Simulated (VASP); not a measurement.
# CaSe (F-43m) in VASP: a series of runs, part 2 of 2

VASP 6.6.1. Earlier steps stand in the parts before.

### Step 3. Band structure, TPSSh+D4 (volume scaled by 0.88)

Contents of POSCAR:

```
CaSe
1.0
    0.0000000000      3.1623371057      3.1623371057
    3.1623371057      0.0000000000      3.1623371057
    3.1623371057      3.1623371057      0.0000000000
Se Ca
1 1
Direct
    0.2500000000      0.2500000000      0.2500000000
    0.0000000000      0.0000000000      0.0000000000
```

Contents of INCAR.step1:

```
SYSTEM = CaSe
PREC = Accurate ; ENCUT = 520
EDIFF = 1E-5 ; ISMEAR = -1
SIGMA = 0.05 ; LREAL = .False.
LASPH = .True. ; NELM = 100
ALGO = Normal ; ISIF = 2
LWAVE = .True. ; LCHARG = .False.
NBANDS = 15 ; GGA = PE
```

Contents of INCAR.step2:

```
SYSTEM = CaSe
PREC = Accurate ; ENCUT = 520
EDIFF = 1E-6 ; ISMEAR = -1
SIGMA = 0.05 ; LREAL = .False.
LASPH = .True. ; NELM = 100
ALGO = Normal ; ISIF = 2
LWAVE = .False. ; LCHARG = .False.
METAGGA = TPSS ; LHFCALC = .True.
AEXX = 0.1 ; LMIXTAU = .True.
PRECFOCK = Fast ; HFRCUT = -1
IVDW = 13 ; VDW_S6 = 1.0
VDW_S8 = 1.8589775 ; VDW_A1 = 0.44286966
VDW_A2 = 4.60230534 ; NBANDS = 15
ISTART = 1
```

Contents of KPOINTS:

```
Automatic mesh
0
Gamma
  4 4 4
  0 0 0
```

Contents of KPOINTS_OPT:

```
path GXWKGLUWLK,UX
8
line-mode
reciprocal
 0.0000000000  0.0000000000  0.0000000000  G
 0.5000000000  0.0000000000  0.5000000000  X

 0.5000000000  0.0000000000  0.5000000000  X
 0.5000000000  0.2500000000  0.7500000000  W

 0.5000000000  0.2500000000  0.7500000000  W
 0.3750000000  0.3750000000  0.7500000000  K

 0.3750000000  0.3750000000  0.7500000000  K
 0.0000000000  0.0000000000  0.0000000000  G

 0.0000000000  0.0000000000  0.0000000000  G
 0.5000000000  0.5000000000  0.5000000000  L

 0.5000000000  0.5000000000  0.5000000000  L
 0.6250000000  0.2500000000  0.6250000000  U

 0.6250000000  0.2500000000  0.6250000000  U
 0.5000000000  0.2500000000  0.7500000000  W

 0.5000000000  0.2500000000  0.7500000000  W
 0.5000000000  0.5000000000  0.5000000000  L

 0.5000000000  0.5000000000  0.5000000000  L
 0.3750000000  0.3750000000  0.7500000000  K

 0.6250000000  0.2500000000  0.6250000000  U
 0.5000000000  0.0000000000  0.5000000000  X
```

Potentials or basis: VASP PAW PBE potentials, release 64 (Se, Ca_sv).

Started as:

```console
cat potpaw_PBE.64/Se/POTCAR potpaw_PBE.64/Ca_sv/POTCAR > POTCAR
cp INCAR.step1 INCAR
mpirun -np 1 vasp_std > vasp.out
cp INCAR.step2 INCAR
mpirun -np 1 vasp_std > vasp.out
```

OUTCAR:

```text
SYSTEM = CaSe
   PREC = Accurate
   ENCUT = 520
   EDIFF = 1E-6
   ISMEAR = -1
   LREAL = .False.
   LASPH = .True.
   NELM = 100
   ISIF = 2
   METAGGA = TPSS
   LHFCALC = .True.
   AEXX = 0.1
   PRECFOCK = Fast
   IVDW = 13
   ISTART = 1

 ion  position               nearest neighbor table
   1  0.250  0.250  0.250-   2 2.74   2 2.74   2 2.74   2 2.74
   2  0.000  0.000  0.000-   1 2.74   1 2.74   1 2.74   1 2.74

  LATTYP: Found a face centered cubic cell.
 ALAT       =     6.3246742114

  Lattice vectors:

 A1 = (   0.0000000000,   3.1623371057,   3.1623371057)
 A2 = (   3.1623371057,   0.0000000000,   3.1623371057)
 A3 = (   3.1623371057,   3.1623371057,   0.0000000000)

Analysis of symmetry for initial positions (statically):
=====================================================================
 Subroutine PRICEL returns:
 Original cell was already a primitive cell.

 Routine SETGRP: Setting up the symmetry group for a
 face centered cubic supercell.

 Subroutine GETGRP returns: Found 24 space group operations
 (whereof 24 operations were pure point group operations)
 out of a pool of 48 trial point group operations.

The static configuration has the point symmetry T_d .

Analysis of symmetry for dynamics (positions and initial velocities):
=====================================================================
 Subroutine PRICEL returns:
 Original cell was already a primitive cell.

 Routine SETGRP: Setting up the symmetry group for a
 face centered cubic supercell.

 Subroutine GETGRP returns: Found 24 space group operations
 (whereof 24 operations were pure point group operations)
 out of a pool of 48 trial point group operations.

The dynamic configuration has the point symmetry T_d .

 Subroutine INISYM returns: Found 24 space group operations
 (whereof 24 operations are pure point group operations),
 and found     1 'primitive' translations

----------------------------------------------------------------------------------------

                                     Primitive cell

  volume of cell :      63.2491

  direct lattice vectors                    reciprocal lattice vectors
     0.000000000  3.162337106  3.162337106    -0.158110911  0.158110911  0.158110911
     3.162337106  0.000000000  3.162337106     0.158110911 -0.158110911  0.158110911
     3.162337106  3.162337106  0.000000000     0.158110911  0.158110911 -0.158110911

  length of vectors
     4.472220024  4.472220024  4.472220024     0.273856131  0.273856131  0.273856131

  position of ions in fractional coordinates (direct lattice)
     0.250000000  0.250000000  0.250000000
     0.000000000  0.000000000  0.000000000

  ion indices of the primitive-cell ions
   primitive index   ion index
                 1           1
                 2           2

----------------------------------------------------------------------------------------

 KPOINTS: Automatic mesh

Automatic generation of k-mesh.
 Grid dimensions read from file:
 generate k-points for:    4    4    4

 Generating k-lattice:

  Cartesian coordinates                     Fractional coordinates (reciprocal lattice)
    -0.039527728  0.039527728  0.039527728     0.250000000  0.000000000  0.000000000
[... 34 lines left out ...]
   ISTART =      1    job   : 0-new  1-cont  2-samecut
   ICHARG =      0    charge: 1-file 2-atom 10-const
   ISPIN  =      1    spin polarized calculation?
   LNONCOLLINEAR =      F non collinear calculations
   LSORBIT =      F    spin-orbit coupling
   LASPH  =      T    aspherical Exc in radial PAW
   ENCUT  =  520.0 eV  38.22 Ry    6.18 a.u.   8.32  8.32  8.32*2*pi/ulx,y,z
   NELM   =    100;   NELMIN=  2; NELMDL=  0     # of ELM steps
   EDIFF  = 0.1E-05   stopping-criterion for ELM
   LREAL  =      F    real-space projection
   EDIFFG = 0.1E-04   stopping-criterion for IOM
   NSW    =      0    number of steps for IOM
   IBRION =     -1    ionic relax: 0-MD 1-quasi-New 2-CG
   NFREE  =      0    steps in history (QN), initial steepest desc. (CG)
   ISIF   =      2    stress and relaxation
   ISYM   =      3    0-nonsym 1-usesym 2-fastsym
   POTIM  = 0.5000    time-step for ionic-motion
   TEBEG  =    0.0;   TEEND  =   0.0 temperature during run
   PSTRESS=    0.0 pullay stress
   NELECT =      16.0000    total number of electrons
   NUPDOWN=      -1.0000    fix difference up-down
   EMIN   =  10.00;   EMAX   =-10.00  energy-range for DOS
   EFERMI =   0.00;   METHOD = LEGACY
   ISMEAR =    -1;   SIGMA  =   0.05  broadening in eV -4-tet -1-fermi 0-gaus
   EFERMI_NEDOS =   21; number of points for ismear=-14 and -15
   IALGO  =     38    algorithm
   IMIX   =      1    mixing-type and parameters
     AMIX     =   0.40;   BMIX     =  1.00
     AMIX_MAG =   1.60;   BMIX_MAG =  1.00
  volume/ion in A,a.u.               =      31.62       213.41
  Fermi-wavevector in a.u.,A,eV,Ry     =   1.035373  1.956570 14.585396  1.071996
  Thomas-Fermi vector in A             =   2.169713
   LORBIT       =      0    0 simple, 1 ext, 2 COOP (PROOUT), +10 PAW based schemes
   METAGGA = TPSS    functional components
   LHFCALC =     T    Hartree Fock is set to
   PRECFOCK=fast      Normal, Fast or Accurate (Low or Medium for compatibility)
   ENCUT4O =  -1.0   cutoff for four orbital integrals eV
   NKREDX  =     1    reduce k-point grid by
   NKREDY  =     1    reduce k-point grid by
   NKREDZ  =     1    reduce k-point grid by
   AEXX    =    0.1000 exact exchange contribution
   HFSCREEN=    0.0000 screening length (either q_TF or 0.3 A-1)
   HFSCREENC=   0.0000 screening length for correlation (either q_TF or 0.3 A-1)
   ENCUTFOCK=  -1.0 apply spherical cutoff to Coloumb kernel
   IVDW    =    13    specifies the selected vdW correction
   LEPSILON=     F    determine dielectric tensor
   LRPA    =     F    only Hartree local field effects (RPA)
 non-spin polarized calculation
  energy-cutoff  :      520.00
  volume of cell :       63.25
 maximum number of plane-waves:      1724
 NGX is ok and might be reduce to    36
  NGX = 20; NGY = 20; NGZ = 20

 number of electron      16.0000000 magnetization

 Free energy of the ion-electron system (eV)
  ---------------------------------------------------
  ext. energy  EPLUGINS =         0.00000000
  ---------------------------------------------------
  free energy    TOTEN  =       -23.01834062 eV

  energy without entropy =      -23.01834062  energy(sigma->0) =      -23.01834062

 E-fermi :   0.8562     XC(G=0):  -7.5162

 val. band max:       -0.3343683014   @ k =  -0.2500   0.2500   0.0000
 cond. band min:       4.0190481970   @ k =   0.5000   0.5000   0.0000
 fundamental gap:      4.3534164984
 Fermi energy:         0.8562246787

 k-point     1 :       0.0000    0.0000    0.0000
  band No.  band energies     occupation
      1     -40.7578      2.00000
      2     -20.8288      2.00000
      3     -20.8288      2.00000
      4     -20.8288      2.00000
      5     -11.3596      2.00000
      6      -0.4707      2.00000
      7      -0.4707      2.00000
      8      -0.4707      2.00000
      9       4.0483      0.00000
     10       6.4228      0.00000
     11       6.4228      0.00000
     12       8.8137      0.00000
     13       8.8137      0.00000
     14       8.8137      0.00000
[... 113 lines left out ...]
      2     -20.9092      2.00000
      3     -20.8638      2.00000
      4     -20.8544      2.00000
      5     -10.8507      2.00000
      6      -1.2207      2.00000
      7      -1.0870      2.00000
      8      -0.4327      2.00000
      9       4.3346      0.00000
     10       5.9097      0.00000
     11       7.1271      0.00000
     12       7.4507      0.00000
     13       8.2792      0.00000
     14      10.2815      0.00000
     15      10.4243      0.00000

------------------------ aborting loop because EDIFF is reached ----------------------------------------

  DFT-D4 for vdW energy calculation

  Edisp (eV):   -0.65690

  FORCE on cell =-STRESS in cart. coord.  units (eV):
  Direction    XX          YY          ZZ          XY          YZ          ZX
  --------------------------------------------------------------------------------------
  -------------------------------------------------------------------------------------
  Total       1.36836     1.36836     1.36836     0.00000     0.00000     0.00000
  in kB      34.66217    34.66217    34.66217     0.00000     0.00000     0.00000
  external pressure =       34.66 kB  Pullay stress =        0.00 kB

 VOLUME and BASIS-vectors are now :
 -----------------------------------------------------------------------------
  energy-cutoff  :      520.00
  volume of cell :       63.25
      direct lattice vectors                 reciprocal lattice vectors
     0.000000000  3.162337106  3.162337106    -0.158110911  0.158110911  0.158110911
     3.162337106  0.000000000  3.162337106     0.158110911 -0.158110911  0.158110911
     3.162337106  3.162337106  0.000000000     0.158110911  0.158110911 -0.158110911

 POSITION                                       TOTAL-FORCE (eV/Angst)
 -----------------------------------------------------------------------------------
      1.58117      1.58117      1.58117        -0.000000     -0.000000     -0.000000
      0.00000      0.00000      0.00000         0.000000      0.000000      0.000000
 -----------------------------------------------------------------------------------
    total drift:                               -0.000004      0.000003      0.000004

  FREE ENERGIE OF THE ION-ELECTRON SYSTEM (eV)
  ---------------------------------------------------
  free  energy   TOTEN  =       -23.6752449421 eV

  energy  without entropy=      -23.6752449421  energy(sigma->0) =      -23.67524494
```

Wall time 23 min (1 thread of Intel Xeon Platinum 8559C (Emerald Rapids), shared host); peak memory 0.23 GiB.

Results:

```yaml
Free_energy: -23.6752 eV
Pressure: 3.5 GPa
Band_gap_on_the_k_mesh: 4.35 eV, indirect (least direct gap 4.38 eV)
Band_gap_along_the_path: 4.35 eV, indirect (least direct gap 4.38 eV)
Dispersion_energy_per_atom: -0.328 eV
```

Levels at the corners of the path, in eV from the valence-band top:
```csv
point,band 5,band 6,band 7,band 8,band 9,band 10,band 11,band 12
Γ,-11.03,-0.14,-0.14,-0.14,4.38,6.75,6.75,9.14
X,-10.52,-1.47,-0.03,-0.03,4.35,6.25,7.67,7.67
X,-10.52,-1.47,-0.03,-0.03,4.35,6.25,7.67,7.67
W,-10.52,-0.89,-0.76,-0.10,4.67,6.24,7.46,7.78
W,-10.52,-0.89,-0.76,-0.10,4.67,6.24,7.46,7.78
K,-10.53,-1.14,-0.54,-0.01,4.73,6.36,6.98,8.25
K,-10.53,-1.14,-0.54,-0.01,4.73,6.36,6.98,8.25
Γ,-11.03,-0.14,-0.14,-0.14,4.38,6.75,6.75,9.14
Γ,-11.03,-0.14,-0.14,-0.14,4.38,6.75,6.75,9.14
L,-10.64,-1.43,-0.03,-0.03,6.35,6.87,6.87,7.22
L,-10.64,-1.43,-0.03,-0.03,6.35,6.87,6.87,7.22
U,-10.53,-1.14,-0.54,-0.01,4.73,6.36,6.98,8.25
U,-10.53,-1.14,-0.54,-0.01,4.73,6.36,6.98,8.25
W,-10.52,-0.89,-0.76,-0.10,4.67,6.24,7.46,7.78
W,-10.52,-0.89,-0.76,-0.10,4.67,6.24,7.46,7.78
L,-10.64,-1.43,-0.03,-0.03,6.35,6.87,6.87,7.22
L,-10.64,-1.43,-0.03,-0.03,6.35,6.87,6.87,7.22
K,-10.53,-1.14,-0.54,-0.01,4.73,6.36,6.98,8.25
U,-10.53,-1.14,-0.54,-0.01,4.73,6.36,6.98,8.25
X,-10.52,-1.47,-0.03,-0.03,4.35,6.25,7.67,7.67
```

Caveat: the k mesh is coarse (spacing up to 0.43 Å⁻¹), so the values aren't converged, least of all with exact exchange; the PAW data sets were made with another functional, which shifts forces and pressure a little.

### Step 4. Band structure, PBE+ULG

Contents of INCAR:

```
SYSTEM = CaSe
PREC = Accurate ; ENCUT = 520
EDIFF = 1E-6 ; ISMEAR = 0
SIGMA = 0.01 ; LREAL = .False.
LASPH = .True. ; NELM = 100
ALGO = Normal ; ISIF = 2
LWAVE = .False. ; LCHARG = .False.
GGA = PE ; IVDW = 3
NBANDS = 15
```

Contents of KPOINTS:

```
Automatic mesh
0
Gamma
  7 7 7
  0 0 0
```

Contents of POSCAR:

```
CaSe
1.0
    0.0000000000      3.3000000000      3.3000000000
    3.3000000000      0.0000000000      3.3000000000
    3.3000000000      3.3000000000      0.0000000000
Se Ca
1 1
Cartesian
    1.6500000000      1.6500000000      1.6500000000
    0.0000000000      0.0000000000      0.0000000000
```

Changes to KPOINTS_OPT since step 3:

```diff
@@ -1,3 +1,3 @@
 path GXWKGLUWLK,UX
-8
+20
 line-mode
```

Started as:

```console
cat potpaw_PBE.64/Se/POTCAR potpaw_PBE.64/Ca_sv/POTCAR > POTCAR
mpirun -np 1 vasp_std > vasp.out
```

Run time: 70 s. Hardware: 1 thread of Intel Xeon Platinum 8559C (Emerald Rapids), shared host; peak memory 0.22 GiB.

Results (log left out):

```
Free energy                : -9.1382 eV
Pressure                   : -0.5 GPa
Band gap on the k mesh     : 3.15 eV, indirect (least direct gap 3.24 eV)
Band gap along the path    : 3.14 eV, indirect (least direct gap 3.24 eV)
Dispersion energy per atom : -0.084 eV
```

Levels at the corners of the path, in eV from the valence-band top:
```tsv
point	band 5	band 6	band 7	band 8	band 9	band 10	band 11	band 12
Γ	-10.31	-0.09	-0.09	-0.09	3.14	5.33	5.33	7.29
X	-9.98	-1.22	-0.04	-0.04	3.54	4.94	6.04	6.04
X	-9.98	-1.22	-0.04	-0.04	3.54	4.94	6.04	6.04
W	-9.98	-0.70	-0.69	-0.10	3.76	4.95	5.83	6.15
W	-9.98	-0.70	-0.69	-0.10	3.76	4.95	5.83	6.15
K	-9.99	-0.95	-0.47	-0.02	3.82	5.05	5.52	6.44
K	-9.99	-0.95	-0.47	-0.02	3.82	5.05	5.52	6.44
Γ	-10.31	-0.09	-0.09	-0.09	3.14	5.33	5.33	7.29
Γ	-10.31	-0.09	-0.09	-0.09	3.14	5.33	5.33	7.29
L	-10.06	-1.20	-0.02	-0.02	5.04	5.45	5.45	5.76
L	-10.06	-1.20	-0.02	-0.02	5.04	5.45	5.45	5.76
U	-9.99	-0.95	-0.47	-0.02	3.82	5.05	5.52	6.44
U	-9.99	-0.95	-0.47	-0.02	3.82	5.05	5.52	6.44
W	-9.98	-0.70	-0.69	-0.10	3.76	4.95	5.83	6.15
W	-9.98	-0.70	-0.69	-0.10	3.76	4.95	5.83	6.15
L	-10.06	-1.20	-0.02	-0.02	5.04	5.45	5.45	5.76
L	-10.06	-1.20	-0.02	-0.02	5.04	5.45	5.45	5.76
K	-9.99	-0.95	-0.47	-0.02	3.82	5.05	5.52	6.44
U	-9.99	-0.95	-0.47	-0.02	3.82	5.05	5.52	6.44
X	-9.98	-1.22	-0.04	-0.04	3.54	4.94	6.04	6.04
```

PBE gaps usually lie below the measured ones, often by a third to a half.

### Step 5. The reference run

An earlier run on the cell as given: functional PBE; potentials or basis VASP PAW PBE potentials, release 64 (Se, Ca_sv); cutoff 520 eV; k mesh 7 × 7 × 7; occupations fermi-dirac, width 0.05 eV; no spin polarisation.

- Pressure: -0.1 GPa
- Band gap on the k mesh: 3.15 eV, indirect (least direct gap 3.24 eV)

### Step 6. Summary

| task | level | cell | k mesh | smearing | grid for exact exchange (PRECFOCK) | exchange at q = 0 | mesh quality | gap on the mesh (eV) | pressure (GPa) |
| --- | --- | --- | --- | --- | --- | --- | --- | --- | --- |
| band structure | TPSSh+D4 | volume scaled by 0.88 | 4 × 4 × 4 | fermi-dirac 0.05 eV | Fast | truncated | coarse | 4.35 | 3.5 |
| band structure | PBE+ULG | as given | 7 × 7 × 7 | gaussian 0.01 eV | - | - | not flagged | 3.15 | -0.5 |
| single point | PBE | as given | 7 × 7 × 7 | fermi-dirac 0.05 eV | - | - | not flagged | 3.15 | -0.1 |

Alike in all rows: potentials or basis VASP PAW PBE potentials, release 64 (Se, Ca_sv); no spin polarisation; cutoff (eV) 520.

Caveats: some runs use coarse meshes; the PAW data sets were made with another functional, which shifts forces and pressure a little (some runs); an odd mesh through Γ misses points on the zone boundary, where band edges often lie (some runs).

Absolute energies hang on the potentials; compare differences alone.
